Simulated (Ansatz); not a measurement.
# SnS2 (Berndtite-2T): how the settings move a single-point run

Aim: see which settings change the result for SnS2 (Berndtite-2T), by how much, and at what cost.

Program: Ansatz 0.2.0. Level of theory: reference: DFT, PBE, plane waves, PAW. These are calculated values, not measurements.

3 further runs of the same task are left out: 3 that didn't finish.

## (1) The starting structure

Symmetry: P-3m1, No. 164, trigonal system. Conventional cell: a = 3.661 Å, b = 3.661 Å, c = 5.962 Å, α = 90.00°, β = 90.00°, γ = 120.00°. Sn (site symmetry -3m) has 6 S at 2.57 Å as nearest neighbours. S (site symmetry 3m) has 3 Sn at 2.57 Å as nearest neighbours.

As a file:

```
Sn S
1.0
     3.66076    0.00000    0.00000
    -1.83038    3.17031    0.00000
     0.00000    0.00000    5.96180
Sn S
1 2
Direct
  0.00000 0.00000 0.00000
  0.33333 0.66667 0.24559
  0.66667 0.33333 0.75441
```

## (2) Reference

input.yaml reads:

```yaml
crystal:
  lattice:
    - [3.6607574677, 0.0, 0.0]
    - [-1.8303787338, 3.1703089641, 0.0]
    - [0.0, 0.0, 5.9618049167]
  atoms:
    - { symbol: Sn, position: [0.0, 0.0, 0.0] }
    - { symbol: S, position: [0.3333333333, 0.6666666667, 0.2455903392] }
    - { symbol: S, position: [0.6666666667, 0.3333333333, 0.7544096608] }
kpoints:
  mp_grid: { grid: [6, 6, 4] }
hamiltonian:
  xc: pbe
scf:
  occupations: { method: fixed }
  n_extra_bands: 4
output:
  forces: true
  stress: true
  eigenvalues: true
```

The run is started by

```
> ansatz run input.yaml --threads 4 --pin off --max-ram 3686MiB --backend cpu --events-out ev --progress --plain --runs-dir out
```

## (3) A run with other settings

input.yaml, as its differences from that of step 2:

```diff
@@ -16,2 +16,4 @@
   n_extra_bands: 4
+  mixing: { beta: 1.0 }
+  max_iter: 86
 output:
```

## (5) Changed: preconditioner none

input.yaml, as its differences from that of step 2:

```diff
@@ -16,2 +16,3 @@
   n_extra_bands: 4
+  mixing: { preconditioner: none }
 output:
```

## (6) Variant: xc mr2scan

input.yaml, as its differences from that of step 2:

```diff
@@ -12,3 +12,3 @@
 hamiltonian:
-  xc: pbe
+  xc: mr2scan
 scf:
```

(Steps that only read results are left out.)

**Question.** What will these runs give? Wanted: for each run, ending; energy change; pressure; gap; force.

As calculated:

| run | ending | energy change | pressure (GPa) | gap (eV) | force (eV/Å) | cycles | time |
| --- | --- | --- | --- | --- | --- | --- | --- |
| reference | converged | 0 | 3.1 | 1.50 | 0.22 | 6 | 4.4 s |
| 1: mixing.beta 1.0 | converged | 0.0 meV/atom | 3.1 | 1.50 | 0.22 | 6 | 3.5 s |
| 2: preconditioner none | converged | 0.0 meV/atom | 3.1 | 1.50 | 0.22 | 7 | 6 s |
| 3: xc mr2scan | converged | not comparable | 0.9 | 1.81 | 0.04 | 6 | 7.4 s |

Residual by cycle in the longest SCF loop of each run; runs are numbered as in the table. The quantity is the density residual dr2, in eV.

| cycle | reference | run 1 | run 2 | run 3 |
| --- | --- | --- | --- | --- |
| 1 | 4.4e-4 | 4.4e-4 | 4.4e-4 | 0.019 |
| 2 | 2.2e-4 | 4.0e-5 | 1.0e-4 | 0.0057 |
| 3 | 8.3e-5 | 5.4e-6 | 5.9e-5 | 1.5e-4 |
| 4 | 1.4e-5 | 3.1e-7 | 8.2e-6 | 6.5e-6 |
| 5 | 2.5e-7 | 8.3e-8 | 5.0e-6 | 7.3e-7 |
| 6 | 1.0e-7 | 2.1e-9 | 1.7e-7 | 7.7e-8 |
| 7 | - | - | 7.6e-10 | - |

What this shows: Of the converged runs whose energies compare with the reference's, none moves it noticeably. Of the variants the dearest is «xc mr2scan» (7.4 s), the cheapest «mixing.beta 1.0» (3.5 s), on a shared host.
